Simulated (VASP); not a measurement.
# Bi (C2/m) in VASP: notebook

One crystal, Bi, is run at these levels: PBE; tasks: single point.

Everything below comes from runs of VASP 6.6.1. Logs are shortened: lines on timing, memory, paths and dates and some standing lists are left out, and cuts for length are marked.

### Step 1. The crystal as given

The structure is monoclinic, space group C2/m (No. 12). The conventional cell has a = 6.977 Å, b = 6.265 Å, c = 3.359 Å, α = 90.00°, β = 112.04°, γ = 90.00°. Around Bi (site symmetry m) lie 6 Bi at 3.21 to 3.45 Å.

This isn't the form of Bi at room conditions, which is rhombohedral.

### Step 2. Single point, PBE

The input, INCAR:

```
PREC = Accurate
ENCUT = 460
EDIFF = 1E-6
ISMEAR = 1
SIGMA = 0.02
LREAL = F
LASPH = T
NELM = 100
ALGO = Normal
ISIF = 2
LWAVE = F
LCHARG = F
GGA = PE
NBANDS = 22
ADDGRID = F
```

The input, KPOINTS:

```
Automatic mesh
0
Gamma
  7 7 9
```

The input, POSCAR:

```
Bi
1.0
    3.4885980000     -3.1325780000      0.0000000000
    3.4885980000      3.1325780000      0.0000000000
   -1.2602350000      0.0000000000      3.1135500000
Bi
2
Direct
    0.7530610000      0.7530610000      0.8573820000
    0.2469390000      0.2469390000      0.1426180000
```

Potentials or basis: VASP PAW PBE potentials, release 64 (Bi_d).

Command:

```console
> cat potpaw_PBE.64/Bi_d/POTCAR > POTCAR
> mpirun -np 1 vasp_std > vasp.out
```

OUTCAR:

```text
PREC = Accurate
   ENCUT = 460
   EDIFF = 1E-6
   ISMEAR = 1
   LREAL = F
   LASPH = T
   NELM = 100
   ISIF = 2
   GGA = PE

 Found    128 irreducible k-points:

 Following reciprocal coordinates:
            Coordinates               Weight
  0.000000  0.000000  0.000000      1.000000
  0.142857  0.000000  0.000000      4.000000
  0.285714  0.000000  0.000000      4.000000
  0.428571 -0.000000  0.000000      4.000000
  0.142857  0.142857  0.000000      2.000000
  0.285714  0.142857  0.000000      4.000000
   k-points           NKPTS =    128   k-points in BZ     NKDIM =    128   number of bands    NBANDS=     22
   number of dos      NEDOS =    301   number of ions     NIONS =      2
   total plane-waves  NPLWV =  31104
   dimension x,y,z NGX =    36 NGY =   36 NGZ =   24
   dimension x,y,z NGXF=    72 NGYF=   72 NGZF=   48
   ions per type =               2
   NGX,Y,Z   is equivalent  to a cutoff of  12.76, 12.76, 11.88 a.u.
   NGXF,Y,Z  is equivalent  to a cutoff of  25.53, 25.53, 23.76 a.u.
 SYSTEM =  unknown system
   PREC   = accura    normal or accurate (medium, high low for compatibility)
   ISTART =      0    job   : 0-new  1-cont  2-samecut
   ICHARG =      2    charge: 1-file 2-atom 10-const
   ISPIN  =      1    spin polarized calculation?
   LNONCOLLINEAR =      F non collinear calculations
   LSORBIT =      F    spin-orbit coupling
   LASPH  =      T    aspherical Exc in radial PAW
   ENCUT  =  460.0 eV  33.81 Ry    5.81 a.u.   8.20  8.20  5.87*2*pi/ulx,y,z
   NELM   =    100;   NELMIN=  2; NELMDL= -5     # of ELM steps
   EDIFF  = 0.1E-05   stopping-criterion for ELM
   LREAL  =      F    real-space projection
   EDIFFG = 0.1E-04   stopping-criterion for IOM
   NSW    =      0    number of steps for IOM
   IBRION =     -1    ionic relax: 0-MD 1-quasi-New 2-CG
   NFREE  =      0    steps in history (QN), initial steepest desc. (CG)
   ISIF   =      2    stress and relaxation
   ISYM   =      2    0-nonsym 1-usesym 2-fastsym
   POTIM  = 0.5000    time-step for ionic-motion
   TEBEG  =    0.0;   TEEND  =   0.0 temperature during run
   PSTRESS=    0.0 pullay stress
   NELECT =      30.0000    total number of electrons
   NUPDOWN=      -1.0000    fix difference up-down
   EMIN   =  10.00;   EMAX   =-10.00  energy-range for DOS
   EFERMI =   0.00;   METHOD = LEGACY
   ISMEAR =     1;   SIGMA  =   0.02  broadening in eV -4-tet -1-fermi 0-gaus
   EFERMI_NEDOS =   21; number of points for ismear=-14 and -15
   IALGO  =     38    algorithm
   IMIX   =      4    mixing-type and parameters
     AMIX     =   0.40;   BMIX     =  1.00
     AMIX_MAG =   1.60;   BMIX_MAG =  1.00
  volume/ion in A,a.u.               =      34.03       229.62
  Fermi-wavevector in a.u.,A,eV,Ry     =   1.245955  2.354514 21.121737  1.552404
  Thomas-Fermi vector in A             =   2.380154
   LORBIT       =      0    0 simple, 1 ext, 2 COOP (PROOUT), +10 PAW based schemes
   GGA     = PE    functional components
   LHFCALC =     F    Hartree Fock is set to
   AEXX    =    0.0000 exact exchange contribution
   IVDW    =     0    specifies the selected vdW correction
   LEPSILON=     F    determine dielectric tensor
   LRPA    =     F    only Hartree local field effects (RPA)
 non-spin polarized calculation
 Methfessel and Paxton  Order N= 1 SIGMA  =   0.02
  energy-cutoff  :      460.00
  volume of cell :       68.05
 maximum number of plane-waves:      1541
 NGX is ok and might be reduce to    36
   NGX = 17   NGY = 17   NGZ = 11

 number of electron      29.9999993 magnetization

 Free energy of the ion-electron system (eV)
  ---------------------------------------------------
  ext. energy  EPLUGINS =         0.00000000
  ---------------------------------------------------
  free energy    TOTEN  =        -7.68140380 eV

  energy without entropy =       -7.68132738  energy(sigma->0) =       -7.68137832

 E-fermi :   6.6609     XC(G=0):  -9.7819

 val. band max:        6.6561292151   @ k =  -0.1429  -0.4286   0.2222
 cond. band min:       6.6639270802   @ k =  -0.2857   0.0000   0.4444
 fundamental gap:      0.0077978651
 Fermi energy:         6.6609073257

 k-point     1 :       0.0000    0.0000    0.0000
  band No.  band energies     occupation
      1     -16.1996      2.00000
      2     -16.1736      2.00000
      3     -16.1314      2.00000
      4     -16.1008      2.00000
      5     -16.0202      2.00000
      6     -16.0042      2.00000
[... 14 lines left out ...]
     21      14.9956      0.00000
     22      15.4800      0.00000

 k-point     2 :       0.1429    0.0000    0.0000
  band No.  band energies     occupation
      1     -16.1897      2.00000
      2     -16.1736      2.00000
      3     -16.1345      2.00000
      4     -16.0924      2.00000
      5     -16.0184      2.00000
      6     -16.0070      2.00000
[... 14 lines left out ...]
     21      15.1428      0.00000
     22      15.9481      0.00000

 k-point     3 :       0.2857    0.0000    0.0000
  band No.  band energies     occupation
      1     -16.1814      2.00000
      2     -16.1596      2.00000
      3     -16.1351      2.00000
      4     -16.0696      2.00000
      5     -16.0251      2.00000
      6     -16.0049      2.00000
[... 14 lines left out ...]
     21      15.7734      0.00000
     22      16.7911      0.00000

 k-point     4 :       0.4286   -0.0000    0.0000
  band No.  band energies     occupation
      1     -16.1827      2.00000
      2     -16.1558      2.00000
      3     -16.1048      2.00000
      4     -16.0473      2.00000
      5     -16.0391      2.00000
      6     -16.0008      2.00000
[... 14 lines left out ...]
     21      15.8247      0.00000
     22      16.4988      0.00000

 k-point     5 :       0.1429    0.1429    0.0000
  band No.  band energies     occupation
      1     -16.1804      2.00000
      2     -16.1740      2.00000
      3     -16.1285      2.00000
      4     -16.0853      2.00000
      5     -16.0194      2.00000
      6     -16.0123      2.00000
[... 14 lines left out ...]
     21      15.4143      0.00000
     22      16.5036      0.00000

 k-point     6 :       0.2857    0.1429    0.0000
  band No.  band energies     occupation
      1     -16.1784      2.00000
      2     -16.1636      2.00000
      3     -16.1160      2.00000
      4     -16.0649      2.00000
      5     -16.0271      2.00000
      6     -16.0082      2.00000
[... 14 lines left out ...]
     21      15.9752      0.00000
     22      16.5033      0.00000

 [... further k-points ...]
[... 5 lines left out ...]
  --------------------------------------------------------------------------------------
  -------------------------------------------------------------------------------------
  Total       -0.0781728      0.0862732      0.0313096      0.0000000      0.0000000     -0.0551004
  in kB       -1.8404644      2.0311778      0.7371394      0.0000000      0.0000000     -1.2972595
  external PRESSURE =       0.3092843 kB  Pullay stress =       0.0000000 kB

 VOLUME and BASIS-vectors are now :
 -----------------------------------------------------------------------------
  energy-cutoff  :      460.00
  volume of cell :       68.05
      direct lattice vectors                 reciprocal lattice vectors
     3.488598000 -3.132578000  0.000000000     0.143324052 -0.159612945  0.058011590
     3.488598000  3.132578000  0.000000000     0.143324052  0.159612945  0.058011590
    -1.260235000  0.000000000  3.113550000     0.000000000  0.000000000  0.321176792

 POSITION                                       TOTAL-FORCE (eV/Angst)
 -----------------------------------------------------------------------------------
      4.17375      0.00000      2.66950         0.057074      0.000000      0.055523
      1.54321      0.00000      0.44405        -0.057074      0.000000     -0.055523
 -----------------------------------------------------------------------------------
    total drift:                               -0.000000      0.000000      0.000000

  FREE ENERGIE OF THE ION-ELECTRON SYSTEM (eV)
  ---------------------------------------------------
  free  energy   TOTEN  =        -7.6814037959 eV

  energy  without entropy=       -7.6813273756  energy(sigma->0) =       -7.68137832
```

It took 46 s on 1 thread of Intel Xeon Platinum 8488C (Sapphire Rapids), shared host; peak memory 0.26 GiB.

The run converged, but some of its settings lie outside the range that counts as converged, so its numbers aren't taken as properties of the crystal.

What came out:

```
Free energy            : -7.6814 eV
Pressure               : 0.0 GPa
Largest force          : 0.080 eV/Å
Band gap on the k mesh : none (metal or under the smearing width)
```

Caveat: spin-orbit coupling is left out, which moves the levels of the heavy elements.

### Step 3. Single point, PBE

INCAR: that of step 2 with these lines changed.

```diff
@@ -1,2 +1,2 @@
-PREC = Accurate
+PREC = Low
 ENCUT = 460
@@ -4,3 +4,3 @@
 ISMEAR = 1
-SIGMA = 0.02
+SIGMA = 0.15
 LREAL = F
```

KPOINTS is that of step 2.

POSCAR is that of step 2.

Potentials or basis: VASP PAW PBE potentials, release 64 (Bi_d).

Command:

```console
> cat potpaw_PBE.64/Bi_d/POTCAR > POTCAR
> mpirun -np 1 vasp_std > vasp.out
```

It took 34 s on 1 thread of Intel Xeon Platinum 8488C (Sapphire Rapids), shared host; peak memory 0.2 GiB.

The run converged, but some of its settings lie outside the range that counts as converged, so its numbers aren't taken as properties of the crystal.

Results:

| Item | Value |
| --- | --- |
| Free energy | -7.6796 eV |
| Pressure | 0.1 GPa |
| Largest force | 0.071 eV/Å |
| Band gap on the k mesh | none (metal or under the smearing width) |

Caveat: spin-orbit coupling is left out, which moves the levels of the heavy elements.

### Step 4. Single point, PBE

INCAR: that of step 3 with these lines changed.

```diff
@@ -1,2 +1,2 @@
-PREC = Low
+PREC = Normal
 ENCUT = 460
```

KPOINTS is that of step 3.

POSCAR is that of step 3.

Command:

```console
> cat potpaw_PBE.64/Bi_d/POTCAR > POTCAR
> mpirun -np 1 vasp_std > vasp.out
```

It took 34 s on 1 thread of Intel Xeon Platinum 8488C (Sapphire Rapids), shared host; peak memory 0.22 GiB.

The run converged, but some of its settings lie outside the range that counts as converged, so its numbers aren't taken as properties of the crystal.

Results:

| Item | Value |
| --- | --- |
| Free energy | -7.6820 eV |
| Pressure | 0.0 GPa |
| Largest force | 0.069 eV/Å |
| Band gap on the k mesh | none (metal or under the smearing width) |

Caveat: spin-orbit coupling is left out, which moves the levels of the heavy elements.

### Step 5. Single point, PBE

INCAR: that of step 4 with these lines changed.

```diff
@@ -1,2 +1,2 @@
-PREC = Normal
+PREC = Accurate
 ENCUT = 460
@@ -5,3 +5,3 @@
 SIGMA = 0.15
-LREAL = F
+LREAL = Auto
 LASPH = T
```

KPOINTS is that of step 4.

POSCAR is that of step 4.

Command:

```console
> cat potpaw_PBE.64/Bi_d/POTCAR > POTCAR
> mpirun -np 1 vasp_std > vasp.out
```

Run time: 70 s. Hardware: 1 thread of Intel Xeon Platinum 8488C (Sapphire Rapids), shared host; peak memory 0.22 GiB.

These settings aren't checked as converged: the numbers below hold their error.

Results:

```
Free energy            : -7.6869 eV
Pressure               : 0.0 GPa
Largest force          : 0.058 eV/Å
Band gap on the k mesh : none (metal or under the smearing width)
```

Caveat: spin-orbit coupling is left out, which moves the levels of the heavy elements.
